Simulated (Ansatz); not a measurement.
# Al (P-1) in Ansatz: convergence with k mesh

Aim: find how far k mesh must go before the results for Al settle, at PBE. This setting moves, with any that are tied to it; all else stays.

Everything below comes from runs of Ansatz 0.2.0. Logs are shortened: lines on timing, memory, paths and dates and some standing lists are left out, and cuts for length are marked.

### Step 1. The structure

The typed cell holds 1 atom: a = 2.824 Å, b = 2.645 Å, c = 2.800 Å, α = 110.77°, β = 108.30°, γ = 109.45°.

This isn't the form of Al at room conditions, which is fcc.

### Step 2. With k mesh 4 × 4 × 4

File input.yaml:

```yaml
crystal:
  lattice:
    - [-1.57590039, 1.65692361, 1.65798385]
    - [1.47947634, -1.59764145, 1.50227763]
    - [1.61445482, 1.63619588, -1.59870168]
  atoms:
    - { symbol: Al, position: [0.0, 0.0, 0.0] }
hamiltonian:
  xc: pbe
  pseudopotentials: { kind: nc }
kpoints:
  mp_grid: { grid: [4, 4, 4] }
scf:
  occupations: { method: cold, width: 0.1 }
output:
  forces: true
  stress: true
  eigenvalues: true
```

Potentials or basis: Ansatz NC.

Launch:

```
$ ansatz run input.yaml --threads 2 --pin off --max-ram 5632MiB --backend cpu --events-out ev --progress --plain --runs-dir out
```

Wall time 0.3 s (2 threads of Arm Neoverse V1, shared host); peak memory 0.19 GiB.

Results:

* Free energy: -166.9980 eV
* Pressure: 2.8 GPa
* Band gap on the k mesh: none (metal or under the smearing width)

### Step 3. With k mesh 4 × 5 × 4

Edit input.yaml of step 2 so:

```diff
@@ -11,3 +11,3 @@
 kpoints:
-  mp_grid: { grid: [4, 4, 4] }
+  mp_grid: { grid: [4, 5, 4] }
 scf:
```

Potentials or basis: Ansatz NC.

Launch:

```
$ ansatz run input.yaml --threads 2 --pin off --max-ram 5632MiB --backend cpu --events-out ev --progress --plain --runs-dir out
```

It took 0.32 s on 2 threads of Arm Neoverse V1, shared host; peak memory 0.2 GiB.

What came out:

```
Free energy            : -167.0130 eV
Pressure               : 6.1 GPa
Band gap on the k mesh : none (metal or under the smearing width)
```

### Step 4. With k mesh 5 × 6 × 6

Edit input.yaml of step 3 so:

```diff
@@ -11,3 +11,3 @@
 kpoints:
-  mp_grid: { grid: [4, 5, 4] }
+  mp_grid: { grid: [5, 6, 6] }
 scf:
```

Launch:

```
$ ansatz run input.yaml --threads 2 --pin off --max-ram 5632MiB --backend cpu --events-out ev --progress --plain --runs-dir out
```

Wall time 0.57 s (2 threads of Arm Neoverse V1, shared host); peak memory 0.21 GiB.

What came out:

| Property | Result |
| --- | --- |
| Free energy | -167.1742 eV |
| Pressure | 4.8 GPa |
| Band gap on the k mesh | none (metal or under the smearing width) |

### Step 5. With k mesh 7 × 7 × 7

Edit input.yaml of step 4 so:

```diff
@@ -11,3 +11,3 @@
 kpoints:
-  mp_grid: { grid: [5, 6, 6] }
+  mp_grid: { grid: [7, 7, 7] }
 scf:
```

Launch:

```
$ ansatz run input.yaml --threads 2 --pin off --max-ram 5632MiB --backend cpu --events-out ev --progress --plain --runs-dir out
```

Wall time 0.95 s (2 threads of Arm Neoverse V1, shared host); peak memory 0.23 GiB.

Results:

* Free energy: -167.1621 eV
* Pressure: 4.1 GPa
* Band gap on the k mesh: none (metal or under the smearing width)

### Step 6. With k mesh 8 × 9 × 8

Edit input.yaml of step 5 so:

```diff
@@ -11,3 +11,3 @@
 kpoints:
-  mp_grid: { grid: [7, 7, 7] }
+  mp_grid: { grid: [8, 9, 8] }
 scf:
```

Potentials or basis: Ansatz NC.

Launch:

```
$ ansatz run input.yaml --threads 2 --pin off --max-ram 5632MiB --backend cpu --events-out ev --progress --plain --runs-dir out
```

Run time: 1.5 s. Hardware: 2 threads of Arm Neoverse V1, shared host; peak memory 0.25 GiB.

It converged, with:

```
Free energy            : -167.1581 eV
Pressure               : 4.1 GPa
Band gap on the k mesh : none (metal or under the smearing width)
```

### Step 7. With k mesh 10 × 11 × 10

Edit input.yaml of step 6 so:

```diff
@@ -11,3 +11,3 @@
 kpoints:
-  mp_grid: { grid: [8, 9, 8] }
+  mp_grid: { grid: [10, 11, 10] }
 scf:
```

Launch:

```
$ ansatz run input.yaml --threads 2 --pin off --max-ram 5632MiB --backend cpu --events-out ev --progress --plain --runs-dir out
```

It took 2.8 s on 2 threads of Arm Neoverse V1, shared host; peak memory 0.29 GiB.

It converged, with:

```yaml
Free_energy: -167.1660 eV
Pressure: 4.3 GPa
Band_gap_on_the_k_mesh: none (metal or under the smearing width)
```

### Step 8. With k mesh 13 × 14 × 13

Edit input.yaml of step 7 so:

```diff
@@ -11,3 +11,3 @@
 kpoints:
-  mp_grid: { grid: [10, 11, 10] }
+  mp_grid: { grid: [13, 14, 13] }
 scf:
```

Launch:

```
$ ansatz run input.yaml --threads 2 --pin off --max-ram 5632MiB --backend cpu --events-out ev --progress --plain --runs-dir out
```

It took 5.8 s on 2 threads of Arm Neoverse V1, shared host; peak memory 0.38 GiB.

It converged, with:

- Free energy: -167.1657 eV
- Pressure: 4.5 GPa
- Band gap on the k mesh: none (metal or under the smearing width)

### Step 9. With k mesh 16 × 17 × 16

Edit input.yaml of step 8 so:

```diff
@@ -11,3 +11,3 @@
 kpoints:
-  mp_grid: { grid: [13, 14, 13] }
+  mp_grid: { grid: [16, 17, 16] }
 scf:
```

Potentials or basis: Ansatz NC.

Launch:

```
$ ansatz run input.yaml --threads 2 --pin off --max-ram 5632MiB --backend cpu --events-out ev --progress --plain --runs-dir out
```

It took 11 s on 2 threads of Arm Neoverse V1, shared host; peak memory 0.51 GiB.

The run converged. Its results:

| Item | Value |
| --- | --- |
| Free energy | -167.1712 eV |
| Pressure | 4.5 GPa |
| Band gap on the k mesh | none (metal or under the smearing width) |

### Step 10. With k mesh 19 × 20 × 19

Edit input.yaml of step 9 so:

```diff
@@ -11,3 +11,3 @@
 kpoints:
-  mp_grid: { grid: [16, 17, 16] }
+  mp_grid: { grid: [19, 20, 19] }
 scf:
```

Potentials or basis: Ansatz NC.

Launch:

```
$ ansatz run input.yaml --threads 2 --pin off --max-ram 5632MiB --backend cpu --events-out ev --progress --plain --runs-dir out
```

The program printed:

```text
Warning: RAYON_NUM_THREADS=2 ignored (pool sized by the plan → 2); use --threads N
Engine: ansatz 0.2.0, aarch64-unknown-linux-gnu
Pseudopotentials: kind: nc
Pseudopotential: Al, nc, valence charge 3, recommended cutoff 544.227725 eV (normal), Al.nc.azcp
Functional definition: PBE
  parameter kappa = 0.804
  parameter beta = 0.06672455060314922
  exchange = pbe_x(kappa = kappa, mu = beta*pi^2/3)
  correlation = pbe_c(beta = beta)
Crystal: 1 atoms, lattice volume = 16.076 Å³
Basis set: ecut = 544.227725 eV, 463 PW (Γ), exchange–correlation on 48×48×48 points (8 copies of the dense FFT grid, shifted against one another)
Bands: 6, of which v1, the nominal top of the filled ones, is band 2 counted from 1 (1 counted from 0)
Symmetry: 2 space group operations
Space group: P-1 (ITA 2), of the structure as read, at distance tolerance 2.5e-5 Å
k-points: 3611 of 7220
Non-local potential: Al, projectors of the file, l = 0: 2, l = 1: 2, l = 2: 2
Initial density: superposition of atomic densities (chi_scale 0.1, normalization cell)
Initial wavefunctions: pseudopotential atomic-orbital guess
Functional: x = pbe(κ = 0.804, μ = 0.2195149727645171), c = pbe(β = 0.06672455060314922)
SCF iter   1: F=—  HF=-167.196384 eV  |F-HF|=—  |Δ(HF+E_count)|=         —  Δρ=2.09e-2  dr2=7.28e-2  ethr=3.10e-3  ⟨swp⟩=5.1  Hψ=202813  notcnv=0
preconditioner: auto → none  [metal: Δε(μ)=0.002 eV  Ē_g=13.521 eV  σ=0.100 eV  W_gap=0.01  n_scr=0 (ndim 8)  ℏωp=16.0 eV  f_vac=0.000  D(μ)=0.37/eV (n_scr^D=0)]
SCF iter   2: F=—  HF=-167.175152 eV  |F-HF|=—  |Δ(HF+E_count)|=   2.12e-2  S|Δr|=    0.00e0  Δρ=9.74e-3  dr2=1.56e-2  ethr=2.43e-3  ⟨swp⟩=1.0  Hψ=50565  notcnv=0  defer=1
SCF iter   3: F=—  HF=-167.169241 eV  |F-HF|=—  |Δ(HF+E_count)|=   5.91e-3  S|Δr|=    0.00e0  Δρ=2.27e-4  dr2=5.62e-6  ethr=5.21e-4  ⟨swp⟩=2.0  Hψ=28328  notcnv=0  defer=1701
SCF iter   4: F=—  HF=-167.169240 eV  |F-HF|=—  |Δ(HF+E_count)|=   1.26e-6  S|Δr|=    0.00e0  Δρ=3.99e-5  dr2=1.47e-7  ethr=3.33e-9  ⟨swp⟩=8.6  Hψ=139308  notcnv=0
SCF iter   5: F=-167.169240 eV  HF=-167.169240 eV  |F-HF|=2.59e-10  |Δ(HF+E_count)|=   4.17e-8  S|Δr|=    0.00e0  Δρ=3.24e-6  dr2=1.49e-9  ethr=3.33e-9  ⟨swp⟩=4.0  Hψ=47183  notcnv=0
SCF 1 converged in 5 iterations: F = -167.169240 eV  dr2 = 1.49e-9
SCF converged after 5 iterations
Stability not checked: this state was not tested for a lower state beside it, because cold or Methfessel-Paxton smearing, or corrected tetrahedra, fill the levels in a way that the test cannot read (fill_not_monotonic; see scf.lower_state_search)
Free energy (F): -167.169240 eV
Harris-Foulkes:  -167.169240 eV  (|F-HF|=2.59e-10)
Internal energy: -167.169415 eV  (E = F + TS)
E sigma→0 (E₀):  -167.169298 eV
Entropy (-TS):   0.000175 eV (0.175 meV/atom)
Fermi energy:    8.195231 eV
--- Per-component energies (eV) ---
  E_band       = 11.164901
  E_kinetic    = 23.821505
  E_local      = 5.543165  (includes V_loc(G=0)·N_el)
  E_nonlocal   = 11.798528
  E_hartree    = 0.082291
  E_xc         = -134.301705
  E_vxc        = -30.162864  (∫ρ·V_xc dr)
  E_ewald      = -74.113199
  E_smearing   = 0.000175  (= −TS)
  E_closure    = 0.000000  (closes the sum)
  Σ components = -167.169240   (vs F -167.169240, Δ=0.00e0)
--- Forces (eV/Å), atoms counted from 1 ---
  atom   1  Al     0.00000000     0.00000000     0.00000000
  max |Σ_I F_I| component: 0.00e0 eV/Å
--- Stress (GPa, compression-positive) ---
        3.377665      -1.733145       3.226292
       -1.733145       5.932479      -2.583425
        3.226292      -2.583425       4.115538
  P = ⅓ Tr σ = 4.4752 GPa (44.752 kbar)
--- Band table (eV; the first three rows and the last of 3611) ---
  k-point 0: bands = ["-3.1159", "20.6690", "21.5331", "22.0297", "22.1921", "22.7008"]
  k-point 1: bands = ["-3.0371", "19.9495", "20.4566", "21.3471", "22.8039", "23.4529"]
  k-point 2: bands = ["-2.8009", "17.9987", "19.4717", "20.4497", "22.4661", "23.9612"]
  k-point 3610: bands = ["1.8177", "6.0034", "14.7022", "16.7355", "20.8600", "23.4010"]
```

Run time: 18 s. Hardware: 2 threads of Arm Neoverse V1, shared host; peak memory 0.71 GiB.

What came out:

```yaml
Free_energy: -167.1692 eV
Pressure: 4.5 GPa
Band_gap_on_the_k_mesh: none (metal or under the smearing width)
```

### Step 11. Result

| k mesh | energy less the tightest run, at zero smearing (meV/atom) | pressure (GPa) | SCF cycles | CPU time (s) | peak memory (GiB) |
| --- | --- | --- | --- | --- | --- |
| 4 × 4 × 4 | 171.31 | 2.84 | 5 | 0.51 | 0.19 |
| 4 × 5 × 4 | 156.70 | 6.11 | 5 | 0.57 | 0.2 |
| 5 × 6 × 6 | -4.89 | 4.78 | 5 | 1 | 0.21 |
| 7 × 7 × 7 | 7.08 | 4.05 | 5 | 1.8 | 0.23 |
| 8 × 9 × 8 | 11.14 | 4.09 | 5 | 2.9 | 0.25 |
| 10 × 11 × 10 | 3.39 | 4.26 | 5 | 5.4 | 0.29 |
| 13 × 14 × 13 | 3.57 | 4.53 | 5 | 11 | 0.38 |
| 16 × 17 × 16 | -1.94 | 4.55 | 5 | 21 | 0.51 |
| 19 × 20 × 19 | 0.00 | 4.48 | 5 | 35 | 0.71 |

Against the tightest run, the pressure stays within 0.1 GPa from 13 × 14 × 13 on. Not settled before the last step: the energy (to 1 meV/atom). Meshes of other sizes hit other points, so gaps and Fermi surfaces needn't settle smoothly. The tightest run that finished is the yardstick and may itself not be fully converged.
